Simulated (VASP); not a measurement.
# MgS (Fm-3m) in VASP: band structure with PBE

Aim: the band structure of MgS with PBE.

Program: VASP 6.6.1. These are calculated values, not measurements. Logs are shortened: lines on timing, memory, paths and dates and some standing lists are left out, and cuts for length are marked.

## (1) Starting point

It takes space group Fm-3m (No. 225, cubic). The conventional cell has a = 5.190 Å, b = 5.190 Å, c = 5.190 Å, α = 90.00°, β = 90.00°, γ = 90.00°. Mg (site symmetry m-3m) is surrounded by 6 S at 2.60 Å. Around S (site symmetry m-3m) lie 6 Mg at 2.60 Å.

The cell was built by a generator and needn't be a form met in nature.

## (2) Band structure, PBE

The input, POSCAR:

```
MgS
1.0
    0.0000000000      2.5950000000      2.5950000000
    2.5950000000      0.0000000000      2.5950000000
    2.5950000000      2.5950000000      0.0000000000
Mg S
1 1
Direct
    0.0000000000      0.0000000000      0.0000000000
    0.5000000000      0.5000000000      0.5000000000
```

The input, INCAR.step1:

```
SYSTEM = MgS
  PREC = Accurate
  ENCUT = 520
  EDIFF = 1E-6
  ISMEAR = 0
  SIGMA = 0.02
  LREAL = .False.
  LASPH = .True.
  NELM = 100
  ALGO = Fast
  ISIF = 2
  LWAVE = .False.
  LCHARG = .True.
  GGA = PE
```

The input, KPOINTS.step1:

```
Automatic mesh
0
Gamma
  10 10 10
  0 0 0
```

The input, INCAR.step2:

```
SYSTEM = MgS
  PREC = Accurate
  ENCUT = 520
  EDIFF = 1E-6
  ISMEAR = 0
  SIGMA = 0.05
  LREAL = .False.
  LASPH = .True.
  NELM = 100
  ALGO = Fast
  ISIF = 2
  LWAVE = .False.
  LCHARG = .False.
  GGA = PE
  ICHARG = 11
```

The input, KPOINTS.step2:

```
path GXWKGLUWLK,UX
15
line-mode
reciprocal
 0.0000000000  0.0000000000  0.0000000000  G
 0.5000000000  0.0000000000  0.5000000000  X

 0.5000000000  0.0000000000  0.5000000000  X
 0.5000000000  0.2500000000  0.7500000000  W

 0.5000000000  0.2500000000  0.7500000000  W
 0.3750000000  0.3750000000  0.7500000000  K

 0.3750000000  0.3750000000  0.7500000000  K
 0.0000000000  0.0000000000  0.0000000000  G

 0.0000000000  0.0000000000  0.0000000000  G
 0.5000000000  0.5000000000  0.5000000000  L

 0.5000000000  0.5000000000  0.5000000000  L
 0.6250000000  0.2500000000  0.6250000000  U

 0.6250000000  0.2500000000  0.6250000000  U
 0.5000000000  0.2500000000  0.7500000000  W

 0.5000000000  0.2500000000  0.7500000000  W
 0.5000000000  0.5000000000  0.5000000000  L

 0.5000000000  0.5000000000  0.5000000000  L
 0.3750000000  0.3750000000  0.7500000000  K

 0.6250000000  0.2500000000  0.6250000000  U
 0.5000000000  0.0000000000  0.5000000000  X
```

Potentials or basis: VASP PAW PBE potentials, release 64 (Mg, S).

Launch:

```sh
> cat potpaw_PBE.64/Mg/POTCAR potpaw_PBE.64/S/POTCAR > POTCAR
> cp INCAR.step1 INCAR
> cp KPOINTS.step1 KPOINTS
> mpirun -np 1 vasp_std > vasp.out
> cp INCAR.step2 INCAR
> cp KPOINTS.step2 KPOINTS
> mpirun -np 1 vasp_std > vasp.out
```

OUTCAR:

```text
SYSTEM = MgS
   PREC = Accurate
   ENCUT = 520
   EDIFF = 1E-6
   ISMEAR = 0
   LREAL = .False.
   LASPH = .True.
   NELM = 100
   ISIF = 2
   GGA = PE
   ICHARG = 11

 ion  position               nearest neighbor table
   1  0.000  0.000  0.000-   2 2.60   2 2.60   2 2.60   2 2.60   2 2.60   2 2.60
   2  0.500  0.500  0.500-   1 2.60   1 2.60   1 2.60   1 2.60   1 2.60   1 2.60

  LATTYP: Found a face centered cubic cell.
 ALAT       =     5.1900000000

  Lattice vectors:

 A1 = (   0.0000000000,   2.5950000000,   2.5950000000)
 A2 = (   2.5950000000,   0.0000000000,   2.5950000000)
 A3 = (   2.5950000000,   2.5950000000,   0.0000000000)

Analysis of symmetry for initial positions (statically):
=====================================================================
 Subroutine PRICEL returns:
 Original cell was already a primitive cell.

 Routine SETGRP: Setting up the symmetry group for a
 face centered cubic supercell.

 Subroutine GETGRP returns: Found 48 space group operations
 (whereof 48 operations were pure point group operations)
 out of a pool of 48 trial point group operations.

The static configuration has the point symmetry O_h .

Analysis of symmetry for dynamics (positions and initial velocities):
=====================================================================
 Subroutine PRICEL returns:
 Original cell was already a primitive cell.

 Routine SETGRP: Setting up the symmetry group for a
 face centered cubic supercell.

 Subroutine GETGRP returns: Found 48 space group operations
 (whereof 48 operations were pure point group operations)
 out of a pool of 48 trial point group operations.

The dynamic configuration has the point symmetry O_h .

 Subroutine INISYM returns: Found 48 space group operations
 (whereof 48 operations are pure point group operations),
 and found     1 'primitive' translations

----------------------------------------------------------------------------------------

                                     Primitive cell

  volume of cell :      34.9496

  direct lattice vectors                    reciprocal lattice vectors
     0.000000000  2.595000000  2.595000000    -0.192678227  0.192678227  0.192678227
     2.595000000  0.000000000  2.595000000     0.192678227 -0.192678227  0.192678227
     2.595000000  2.595000000  0.000000000     0.192678227  0.192678227 -0.192678227

  length of vectors
     3.669884194  3.669884194  3.669884194     0.333728479  0.333728479  0.333728479

  position of ions in fractional coordinates (direct lattice)
     0.000000000  0.000000000  0.000000000
     0.500000000  0.500000000  0.500000000

  ion indices of the primitive-cell ions
   primitive index   ion index
                 1           1
                 2           2

----------------------------------------------------------------------------------------

 KPOINTS: path GXWKGLUWLK,UX

Interpolating k-points between supplied coordinates.

 Line segments in fractional coordinates (reciprocal lattice):
    0.000000  0.000000  0.000000  ...  0.500000  0.000000  0.500000
    0.500000  0.000000  0.500000  ...  0.500000  0.250000  0.750000
    0.500000  0.250000  0.750000  ...  0.375000  0.375000  0.750000
    0.375000  0.375000  0.750000  ...  0.000000  0.000000  0.000000
    0.000000  0.000000  0.000000  ...  0.500000  0.500000  0.500000
    0.500000  0.500000  0.500000  ...  0.625000  0.250000  0.625000
    0.625000  0.250000  0.625000  ...  0.500000  0.250000  0.750000
    0.500000  0.250000  0.750000  ...  0.500000  0.500000  0.500000
    0.500000  0.500000  0.500000  ...  0.375000  0.375000  0.750000
    0.625000  0.250000  0.625000  ...  0.500000  0.000000  0.500000

 Generated    15 points on each line segment, for a total of    150 k-points:

 Following reciprocal coordinates:
            Coordinates               Weight
  0.000000  0.000000  0.000000      0.006667
  0.035714  0.000000  0.035714      0.006667
  0.071429  0.000000  0.071429      0.006667
  0.107143  0.000000  0.107143      0.006667
  0.142857  0.000000  0.142857      0.006667
  0.178571  0.000000  0.178571      0.006667
[... 16 lines left out ...]
  0.500000  0.125000  0.625000      0.006667
  0.500000  0.142857  0.642857      0.006667
 [... further k-points ...]
   k-points           NKPTS =    150   k-points in BZ     NKDIM =    150   number of bands    NBANDS=      8
   number of dos      NEDOS =    301   number of ions     NIONS =      2
   total plane-waves  NPLWV =  21952
   dimension x,y,z NGX =    28 NGY =   28 NGZ =   28
   dimension x,y,z NGXF=    56 NGYF=   56 NGZF=   56
   ions per type =               1   1
   NGX,Y,Z   is equivalent  to a cutoff of  12.68, 12.68, 12.68 a.u.
   NGXF,Y,Z  is equivalent  to a cutoff of  25.37, 25.37, 25.37 a.u.
 SYSTEM =  MgS
   PREC   = accura    normal or accurate (medium, high low for compatibility)
   ISTART =      0    job   : 0-new  1-cont  2-samecut
   ICHARG =     11    charge: 1-file 2-atom 10-const
   ISPIN  =      1    spin polarized calculation?
   LNONCOLLINEAR =      F non collinear calculations
   LSORBIT =      F    spin-orbit coupling
   LASPH  =      T    aspherical Exc in radial PAW
   ENCUT  =  520.0 eV  38.22 Ry    6.18 a.u.   6.82  6.82  6.82*2*pi/ulx,y,z
   NELM   =    100;   NELMIN=  2; NELMDL=  0     # of ELM steps
   EDIFF  = 0.1E-05   stopping-criterion for ELM
   LREAL  =      F    real-space projection
   EDIFFG = 0.1E-04   stopping-criterion for IOM
   NSW    =      0    number of steps for IOM
   IBRION =     -1    ionic relax: 0-MD 1-quasi-New 2-CG
   NFREE  =      0    steps in history (QN), initial steepest desc. (CG)
   ISIF   =      2    stress and relaxation
   ISYM   =      2    0-nonsym 1-usesym 2-fastsym
   POTIM  = 0.5000    time-step for ionic-motion
   TEBEG  =    0.0;   TEEND  =   0.0 temperature during run
   PSTRESS=    0.0 pullay stress
   NELECT =       8.0000    total number of electrons
   NUPDOWN=      -1.0000    fix difference up-down
   EMIN   =  10.00;   EMAX   =-10.00  energy-range for DOS
   EFERMI =   0.00;   METHOD = LEGACY
   ISMEAR =     0;   SIGMA  =   0.05  broadening in eV -4-tet -1-fermi 0-gaus
   EFERMI_NEDOS =   21; number of points for ismear=-14 and -15
   IALGO  =     68    algorithm
   IMIX   =      4    mixing-type and parameters
     AMIX     =   0.40;   BMIX     =  1.00
     AMIX_MAG =   1.60;   BMIX_MAG =  1.00
  volume/ion in A,a.u.               =      17.47       117.93
  Fermi-wavevector in a.u.,A,eV,Ry     =   1.001438  1.892444 13.644989  1.002878
  Thomas-Fermi vector in A             =   2.133860
   LORBIT       =      0    0 simple, 1 ext, 2 COOP (PROOUT), +10 PAW based schemes
   GGA     = PE    functional components
   LHFCALC =     F    Hartree Fock is set to
   AEXX    =    0.0000 exact exchange contribution
   IVDW    =     0    specifies the selected vdW correction
   LEPSILON=     F    determine dielectric tensor
   LRPA    =     F    only Hartree local field effects (RPA)
 non-spin polarized calculation
 RMM-DIIS sequential band-by-band and
 Gauss-broadening in eV      SIGMA  =   0.05
  energy-cutoff  :      520.00
  volume of cell :       34.95
 maximum number of plane-waves:       960
 NGX is ok and might be reduce to    28

 number of electron       7.9999999 magnetization

 Free energy of the ion-electron system (eV)
  ---------------------------------------------------
  ext. energy  EPLUGINS =         0.00000000
  ---------------------------------------------------
  free energy    TOTEN  =        -8.73827087 eV

  energy without entropy =       -8.73827087  energy(sigma->0) =       -8.73827087

 E-fermi :   4.0601     XC(G=0):  -9.7200

 val. band max:        3.7935229030   @ k =   0.0000   0.0000   0.0000
 cond. band min:       6.5860383557   @ k =   0.5000   0.0000   0.5000
 fundamental gap:      2.7925154527
 Fermi energy:         4.0600909276

 k-point     1 :       0.0000    0.0000    0.0000
  band No.  band energies     occupation
      1      -8.9172      2.00000
      2       3.7935      2.00000
      3       3.7935      2.00000
      4       3.7935      2.00000
      5       7.5648      0.00000
      6      11.7435      0.00000
      7      11.7435      0.00000
      8      11.7435      0.00000

 k-point     2 :       0.0357    0.0000    0.0357
  band No.  band energies     occupation
      1      -8.9002      2.00000
      2       3.6846      2.00000
      3       3.7636      2.00000
      4       3.7636      2.00000
      5       7.6892      0.00000
      6      11.6389      0.00000
      7      11.8029      0.00000
      8      11.8029      0.00000

 k-point     3 :       0.0714    0.0000    0.0714
  band No.  band energies     occupation
      1      -8.8497      2.00000
      2       3.3962      2.00000
      3       3.6774      2.00000
      4       3.6774      2.00000
      5       8.0200      0.00000
      6      11.3625      0.00000
      7      11.9766      0.00000
      8      11.9766      0.00000

 k-point     4 :       0.1071    0.0000    0.1071
  band No.  band energies     occupation
      1      -8.7669      2.00000
      2       3.0014      2.00000
      3       3.5448      2.00000
      4       3.5448      2.00000
      5       8.4684      0.00000
      6      10.9876      0.00000
      7      12.2519      0.00000
      8      12.2534      0.00000

 k-point     5 :       0.1429    0.0000    0.1429
  band No.  band energies     occupation
      1      -8.6541      2.00000
      2       2.5585      2.00000
      3       3.3790      2.00000
      4       3.3790      2.00000
      5       8.9319      0.00000
      6      10.5744      0.00000
      7      12.0420      0.00000
      8      12.6115      0.00000
[... 177 lines left out ...]
 k-point    22 :       0.5000    0.1071    0.6071
  band No.  band energies     occupation
      1      -7.1975      2.00000
      2      -0.2524      2.00000
      3       1.6522      2.00000
      4       1.7962      2.00000
      5       7.3672      0.00000
      6       9.0025      0.00000
      7      14.3542      0.00000
      8      14.8160      0.00000

 k-point    23 :       0.5000    0.1250    0.6250
  band No.  band energies     occupation
      1      -7.1924      2.00000
      2      -0.1857      2.00000
      3       1.5196      2.00000
      4       1.7203      2.00000
      5       7.6105      0.00000
      6       9.2755      0.00000
      7      13.9284      0.00000
      8      14.4862      0.00000

 k-point    24 :       0.5000    0.1429    0.6429
  band No.  band energies     occupation
      1      -7.1873      2.00000
      2      -0.1093      2.00000
      3       1.3800      2.00000
      4       1.6477      2.00000
      5       7.8701      0.00000
      6       9.5758      0.00000
      7      13.5136      0.00000
      8      14.1312      0.00000

 [... further k-points ...]

------------------------ aborting loop because EDIFF is reached ----------------------------------------

  FORCE on cell =-STRESS in cart. coord.  units (eV):
  Direction    XX          YY          ZZ          XY          YZ          ZX
  --------------------------------------------------------------------------------------
  -------------------------------------------------------------------------------------
  Total       -0.0594833     -0.0594833     -0.0594833      0.0000000     -0.0000000     -0.0000000
  in kB       -2.7268654     -2.7268654     -2.7268654      0.0000000     -0.0000000     -0.0000000
  external PRESSURE =      -2.7268654 kB  Pullay stress =       0.0000000 kB

 VOLUME and BASIS-vectors are now :
 -----------------------------------------------------------------------------
  energy-cutoff  :      520.00
  volume of cell :       34.95
      direct lattice vectors                 reciprocal lattice vectors
     0.000000000  2.595000000  2.595000000    -0.192678227  0.192678227  0.192678227
     2.595000000  0.000000000  2.595000000     0.192678227 -0.192678227  0.192678227
     2.595000000  2.595000000  0.000000000     0.192678227  0.192678227 -0.192678227

 POSITION                                       TOTAL-FORCE (eV/Angst)
 -----------------------------------------------------------------------------------
      0.00000      0.00000      0.00000         0.000000      0.000000     -0.000000
      2.59500      2.59500      2.59500        -0.000000     -0.000000      0.000000
 -----------------------------------------------------------------------------------
    total drift:                                0.000000      0.000000      0.000000

  FREE ENERGIE OF THE ION-ELECTRON SYSTEM (eV)
  ---------------------------------------------------
  free  energy   TOTEN  =        -8.7382708685 eV

  energy  without entropy=       -8.7382708685  energy(sigma->0) =       -8.73827087
```

It took 30 s on 1 thread of Intel Xeon Platinum 8259CL at 2.50GHz (Skylake/Cascade Lake), shared host; peak memory 0.18 GiB.

Results:

| Quantity | Value |
| --- | --- |
| Band gap on the k mesh | 2.79 eV, indirect (least direct gap 3.77 eV) |
| Band gap along the path | 2.79 eV, indirect (least direct gap 3.77 eV) |

Levels at the corners of the path, in eV from the valence-band top:
| point | band 1 | band 2 | band 3 | band 4 | band 5 | band 6 | band 7 | band 8 |
| --- | --- | --- | --- | --- | --- | --- | --- | --- |
| Γ | -12.71 | 0.00 | 0.00 | 0.00 | 3.77 | 7.95 | 7.95 | 7.95 |
| X | -11.01 | -4.23 | -1.70 | -1.70 | 2.79 | 4.37 | 12.08 | 12.86 |
| X | -11.01 | -4.23 | -1.70 | -1.70 | 2.79 | 4.37 | 12.08 | 12.85 |
| W | -10.96 | -3.26 | -3.26 | -2.38 | 5.28 | 7.97 | 7.97 | 8.10 |
| W | -10.96 | -3.26 | -3.26 | -2.38 | 5.28 | 7.97 | 7.97 | 8.10 |
| K | -11.01 | -3.73 | -3.21 | -1.38 | 3.92 | 6.71 | 9.73 | 10.13 |
| K | -11.01 | -3.73 | -3.21 | -1.38 | 3.92 | 6.71 | 9.73 | 10.13 |
| Γ | -12.71 | 0.00 | 0.00 | 0.00 | 3.77 | 7.95 | 7.95 | 7.95 |
| Γ | -12.71 | 0.00 | 0.00 | 0.00 | 3.77 | 7.95 | 7.95 | 7.95 |
| L | -11.39 | -4.87 | -0.60 | -0.60 | 4.56 | 6.92 | 6.92 | 10.20 |
| L | -11.39 | -4.87 | -0.60 | -0.60 | 4.56 | 6.92 | 6.92 | 10.20 |
| U | -11.01 | -3.73 | -3.21 | -1.38 | 3.92 | 6.71 | 9.73 | 10.13 |
| U | -11.01 | -3.73 | -3.21 | -1.38 | 3.92 | 6.71 | 9.73 | 10.13 |
| W | -10.96 | -3.26 | -3.26 | -2.38 | 5.28 | 7.97 | 7.97 | 8.10 |
| W | -10.96 | -3.26 | -3.26 | -2.38 | 5.28 | 7.97 | 7.97 | 8.10 |
| L | -11.39 | -4.87 | -0.60 | -0.60 | 4.56 | 6.92 | 6.92 | 10.20 |
| L | -11.39 | -4.87 | -0.60 | -0.60 | 4.56 | 6.92 | 6.92 | 10.20 |
| K | -11.01 | -3.73 | -3.21 | -1.38 | 3.92 | 6.71 | 9.73 | 10.13 |
| U | -11.01 | -3.73 | -3.21 | -1.38 | 3.92 | 6.71 | 9.73 | 10.13 |
| X | -11.01 | -4.23 | -1.70 | -1.70 | 2.79 | 4.37 | 12.09 | 12.85 |

Caveat: the log is that of the step along the path at fixed density, whose energy, stress, charges and moments have no meaning. As with any semilocal functional, this PBE gap is likely too small.
